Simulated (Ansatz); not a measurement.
BN in the zincblende structure was put through Ansatz (plane waves). The geometry is the r2SCAN minimum.

The cell:
```xyz
2
Lattice="0.0000 1.8048 1.8048 1.8048 0.0000 1.8048 1.8048 1.8048 0.0000" Properties=species:S:1:pos:R:3 pbc="T T T"
B     0.0000    0.0000    0.0000
N     0.9024    0.9024    0.9024
```

Abridged output:
```
Crystal: 2 atoms, lattice volume = 11.758 Å³
Basis set: ecut = 500 eV, 307 PW (Γ)
Bands: 8, of which v1, the nominal top of the filled ones, is band 4 counted from 1 (3 counted from 0)
Symmetry: 24 space group operations
k-points: 171 of 1000 (irreducible under 4 space group operations, time reversal used)
Free energy (F): -544.006606 eV
Fermi energy:    11.080567 eV
--- Per-component energies (eV) ---
  E_band       = 22.329611
  E_kinetic    = 186.169860
  E_local      = -174.771693
  E_nonlocal   = 55.886813
  E_hartree    = 49.521201
  E_xc         = -92.367051
  E_vxc        = -127.841491
  E_paw        = -209.482011
  E_vpaw       = -23.156866
  E_vtau       = 7.000558
  E_ewald      = -358.915735
  E_core_change = -0.048007
--- Band table (eV; the first three rows and the last of 171) ---
  k-point 0: bands = [-10.2592, 11.0806, 11.0806, 11.0806, 20.6677, 20.6677, 20.6677, 22.1760]
  k-point 1: bands = [-10.0068, 9.7521, 10.8182, 10.8182, 20.9456, 21.0714, 21.0714, 23.0231]
  k-point 2: bands = [-9.2651, 6.9089, 10.2257, 10.2257, 21.2987, 21.9069, 21.9069, 24.8290]
  k-point 170: bands = [-4.4511, 2.4665, 3.9826, 5.4852, 21.3789, 24.4565, 26.8904, 27.8883]
--- Dielectric response (ions clamped): 1 representative field direction + reference, on 171 of 1000 k-points ---
  ε∞ (high-frequency dielectric tensor):
        4.452841     0.000000     0.000000
        0.000000     4.452841     0.000000
        0.000000     0.000000     4.452841
  Born effective charges Z* (e; rows j = field, columns β = displacement):
    site 0:
         1.98261    0.00000    0.00000
         0.00000    1.98261    0.00000
         0.00000    0.00000    1.98261
    site 1:
        -1.98261    0.00000    0.00000
         0.00000   -1.98261    0.00000
         0.00000    0.00000   -1.98261
```

Question: Which of these blocks stood in the input: relax, gw, phonons, dielectric, magnetization (spin_orbit)?

Answer: dielectric. A response with clamped ions alone is the dielectric block.

Question: Which k mesh was typed?

Answer: 10×10×10, Γ-centred.

Question: How were the bands filled?

Answer: Fixed occupations.

Question: Which functional?

Answer: r2SCAN. The term E_vtau belongs to a meta-GGA, which reads the kinetic-energy density. Close relatives of this functional can't be ruled out from these lines alone.

Run as `ansatz run input.yaml --threads 4 --pin off --max-ram 7372MiB --backend cpu --events-out ev --progress --plain --runs-dir out`. Wall time 2.4 s on 4 threads of Arm Neoverse V2 (shared host); peak host memory 0.4 GiB.

No spin polarisation and no zero-point or thermal motion.
